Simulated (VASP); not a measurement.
## AlN in VASP 6.6.1, relaxation

INCAR

```
EDIFF = 1E-7
SIGMA = 0.02
GGA = CA
EDIFFG = -5E-3
ISIF = 3
ENCUT = 600
POTIM = 0.2
LREAL = .FALSE.
NELECT = 8.02
NSW = 40
LASPH = .TRUE.
LWAVE = .FALSE.
ISMEAR = -1
NBANDS = 11
NELM = 120
LCHARG = .FALSE.
PREC = Accurate
IBRION = 2
```

KPOINTS

```
KPOINTS created by Atomic Simulation Environment
0
Gamma
15 15 15
0 0 0
```

POSCAR

```
Al N
 1.0000000000000000
    -0.0000000000000000    2.0352516416763575    2.0352516416763575
     2.0352516416763575    0.0000000000000000    2.0352516416763575
     2.0352516416763575    2.0352516416763575   -0.0000000000000000
 Al  N
   1   1
Cartesian
  0.0000000000000000  0.0000000000000000  0.0000000000000000
  2.0352516416763575  2.0352516416763575  2.0352516416763575
```

The recommended LDA PAW datasets give the neutral cell 8 valence electrons.

Command

```
mpirun -np 1 vasp_std
```

OSZICAR

```
N       E                     dE             d eps       ncg     rms          rms(c)
DAV:   1     0.997224975980E+01    0.99722E+01   -0.44141E+03  2728   0.707E+02
DAV:   2    -0.170626053345E+02   -0.27035E+02   -0.26170E+02  3158   0.138E+02
DAV:   3    -0.177781397876E+02   -0.71553E+00   -0.71427E+00  3236   0.192E+01
DAV:   4    -0.177803887939E+02   -0.22490E-02   -0.22489E-02  2890   0.133E+00
DAV:   5    -0.177804015854E+02   -0.12791E-04   -0.12791E-04  3102   0.939E-02    0.760E+00
DAV:   6    -0.159807156881E+02    0.17997E+01   -0.84284E+00  2823   0.149E+01    0.268E+00
DAV:   7    -0.159477093343E+02    0.33006E-01   -0.10903E-01  2997   0.253E+00    0.167E+00
DAV:   8    -0.159280151423E+02    0.19694E-01   -0.15202E-02  2739   0.111E+00    0.250E-01
DAV:   9    -0.159278890485E+02    0.12609E-03   -0.67012E-04  3072   0.147E-01    0.143E-01
DAV:  10    -0.159278920641E+02   -0.30156E-05   -0.22706E-05  2856   0.365E-02    0.259E-02
...
DAV:   6    -0.159366646530E+02    0.39899E-07   -0.55016E-08  1758   0.178E-03
   2 F= -.15936665E+02 E0= -.15936542E+02  d E =-.877316E-02
       N       E                     dE             d eps       ncg     rms          rms(c)
DAV:   1    -0.159378716786E+02   -0.12070E-02   -0.18225E-02  2691   0.106E+00    0.188E-01
DAV:   2    -0.159371847419E+02    0.68694E-03   -0.31001E-03  2745   0.315E-01    0.442E-02
DAV:   3    -0.159371703673E+02    0.14375E-04   -0.70312E-05  2916   0.674E-02    0.156E-02
DAV:   4    -0.159371639830E+02    0.63842E-05   -0.29062E-06  2778   0.105E-02    0.676E-03
DAV:   5    -0.159371632494E+02    0.73364E-06   -0.59074E-07  2880   0.471E-03    0.330E-03
DAV:   6    -0.159371632478E+02    0.16385E-08   -0.45171E-09  1383   0.510E-04
   3 F= -.15937163E+02 E0= -.15937041E+02  d E =-.927175E-02
```

Standard output (part)

```
POSCAR found type information on POSCAR AlN
 POSCAR found :  2 types and       2 ions
 LDA part: xc-table for (Slater(with rela. corr.)+CA(PZ))
 , standard interpolation
 POSCAR, INCAR and KPOINTS ok, starting setup
 WAVECAR not read
 entering main loop
 the old and the new charge density differ
    0.760E+00
 curvature:   0.00 expect dE= 0.000E+00 dE for cont linesearch  0.000E+00
 search vector abs. value=  0.141E-01
 bond charge predicted
 trial-energy change:   -0.008773  1 .order   -0.008702   -0.014115   -0.003290
 bond charge predicted
 curvature:  -0.65 expect dE=-0.458E-06 dE for cont linesearch -0.458E-06
 trial: gam=-0.00701 g(F)=  0.136E-60 g(S)=  0.705E-06 ort = 0.997E-04 (trialstep = 0.106E+01)
 search vector abs. value=  0.135E-09
 reached required accuracy - stopping structural energy minimisation
```

From OUTCAR

```
k-points           NKPTS =    120   k-points in BZ     NKDIM =    120   number of bands    NBANDS=     11

   NELECT =       8.0200    total number of electrons

   dimension x,y,z NGX =    24 NGY =   24 NGZ =   24
   dimension x,y,z NGXF=    48 NGYF=   48 NGZF=   48

  energy-cutoff  :      600.00
  volume of cell :       16.43
      direct lattice vectors                 reciprocal lattice vectors
    -0.000000000  2.017573347  2.017573347    -0.247822465  0.247822465  0.247822465
     2.017573347 -0.000000000  2.017573347     0.247822465 -0.247822465  0.247822465
     2.017573347  2.017573347 -0.000000000     0.247822465  0.247822465 -0.247822465

 k-points in reciprocal lattice and weights: KPOINTS created by Atomic Simulation Env
   0.00000000  0.00000000  0.00000000       0.000
   0.06666667  0.00000000  0.00000000       0.002
   0.13333333  0.00000000  0.00000000       0.002
   0.20000000  0.00000000  0.00000000       0.002
   0.26666667  0.00000000  0.00000000       0.002
   0.33333333  0.00000000  0.00000000       0.002
   0.40000000  0.00000000  0.00000000       0.002
   0.46666667  0.00000000  0.00000000       0.002
   ...

 E-fermi :  14.7616

 k-point     1 :       0.0000    0.0000    0.0000
  band No.  band energies     occupation
      1      -7.6862      2.00000
      2       9.7784      2.00000
      3       9.7784      2.00000
      4       9.7784      2.00000
      5      15.6376      0.00000
      6      21.8177      0.00000
      7      21.8177      0.00000
      8      21.8177      0.00000
      9      27.0526      0.00000
     10      27.4563      0.00000
     11      27.4563      0.00000

 k-point     2 :       0.0667    0.0000    0.0000
  band No.  band energies     occupation
      1      -7.5932      2.00000
      2       9.3002      2.00000
      3       9.7213      2.00000
      4       9.7213      2.00000
      5      15.9406      0.00000
      6      21.3291      0.00000
      7      21.9634      0.00000
      8      21.9634      0.00000
      9      26.4051      0.00000
     10      26.4051      0.00000
     11      27.7697      0.00000

 k-point     3 :       0.1333    0.0000    0.0000
  band No.  band energies     occupation
      1      -7.3173      2.00000
      2       8.1251      2.00000
      3       9.5663      2.00000
      4       9.5663      2.00000
      5      16.5220      0.00000
      6      20.6083      0.00000
      7      22.2729      0.00000
      8      22.2729      0.00000
      9      25.4054      0.00000
     10      25.4054      0.00000
     11      27.7107      0.00000

 k-point     4 :       0.2000    0.0000    0.0000
  band No.  band energies     occupation
      1      -6.8698      2.00000
      2       6.6295      2.00000
      3       9.3525      2.00000
      4       9.3525      2.00000
      5      16.8107      0.00000
      6      20.4767      0.00000
      7      22.2896      0.00000
      8      22.2896      0.00000
      9      25.2563      0.00000
     10      25.2563      0.00000
     11      27.1909      0.00000

 k-point     5 :       0.2667    0.0000    0.0000
  band No.  band energies     occupation
      1      -6.2737      2.00000
      2       5.0485      2.00000
      3       9.1252      2.00000
      4       9.1252      2.00000
      5      16.6456      0.00000
      6      21.0428      0.00000
      7      21.8252      0.00000
      8      21.8252      0.00000
      9      26.1088      0.00000
     10      26.1088      0.00000
     11      26.6275      0.00000

 ...

  Total       -0.0049334     -0.0049334     -0.0049334      0.0000000      0.0000000      0.0000000
  in kB       -0.4812185     -0.4812185     -0.4812185      0.0000000      0.0000000      0.0000000
  external PRESSURE =      -0.4812185 kB  Pullay stress =       0.0000000 kB

 POSITION                                       TOTAL-FORCE (eV/Angst)
 -----------------------------------------------------------------------------------
      0.00000     -0.00000      0.00000        -0.000000     -0.000000      0.000000
      2.01757      2.01757      2.01757         0.000000      0.000000     -0.000000
 -----------------------------------------------------------------------------------
    total drift:                               -0.000000     -0.000000      0.000000

  FREE ENERGIE OF THE ION-ELECTRON SYSTEM (eV)
  ---------------------------------------------------
  free  energy   TOTEN  =       -15.9371632478 eV

  energy  without entropy=      -15.9369192501  energy(sigma->0) =      -15.93704125
```

```
ionic step  ΔE (meV/atom)  volume (Å³)  largest force (eV/Å)  pressure (GPa)  electronic steps
         1            0.0        16.86                 0.000           -6.64                12
         2           -4.4        16.52                 0.000           -1.58                 6
         3           -4.6        16.43                 0.000           -0.05                 6
```

It converged. Results: relaxed cell vector lengths 2.853, 2.853, 2.853 Å; relaxed cell volume 16.43 Å³.

The cell is charged and sits in a uniform background.

For comparison, a separate LDA relaxation on usual settings, not on those above, ends at 16.16 Å³.

The run above took about 32 s on one core of a shared host (Intel Xeon Platinum 8488C) and held 0.15 GiB at most.
